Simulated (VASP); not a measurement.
Write the native input for VASP 6.6.1 that does the following.

* Task: relaxation of the atoms
* Functional: LDA
* Potentials or basis: VASP PAW LDA potentials, release 64 (N)
* Cutoff: 520 eV
* k mesh: 1 × 1 × 1
* Occupations: gaussian, width 0.05 eV
* Spin: no spin polarisation
* Dipole correction: no
* Further INCAR settings: ALGO = Fast; EDIFF = 1e-06; IBRION = 2; EDIFFG = -0.01; NSW = 80

The structure of N2 lies in POSCAR:

```
N
1.0
    9.0000000000      0.0000000000      0.0000000000
    0.0000000000      9.5000000000      0.0000000000
    0.0000000000      0.0000000000     10.0000000000
N
2
Direct
    0.5000000000      0.5000000000      0.4445000000
    0.5000000000      0.5000000000      0.5555000000
```

One way to write it, as run:

INCAR

```
SYSTEM = N
ALGO = Fast
EDIFF = 1E-6
EDIFFG = -0.01
ENCUT = 520
IBRION = 2
ISIF = 2
ISMEAR = 0
LASPH = .TRUE.
LCHARG = .FALSE.
LREAL = .FALSE.
LWAVE = .FALSE.
NELM = 100
NSW = 80
PREC = Accurate
SIGMA = 0.05
```

KPOINTS

```
k-points
0
G
  1 1 1
  0 0 0
```

Potentials or basis: VASP PAW LDA potentials, release 64 (N).

Launch:

```console
$ cat potpaw_LDA.64/N/POTCAR > POTCAR
$ mpirun -np 1 vasp_gam > vasp.out
```

Results of the run:

The energy gained by relaxing is 1.9 meV/atom. The ionic steps are 4. The largest force after relaxing is 0.005 eV/Å and the gap between the frontier levels is 8.09 eV.

Caveat: the standard files for N, O and F lose accuracy on very short bonds.

Wall time 41 s on 1 thread of Intel(R) Xeon(R) Platinum 8488C (Sapphire Rapids), on a shared host, peak memory 0.52 GiB.
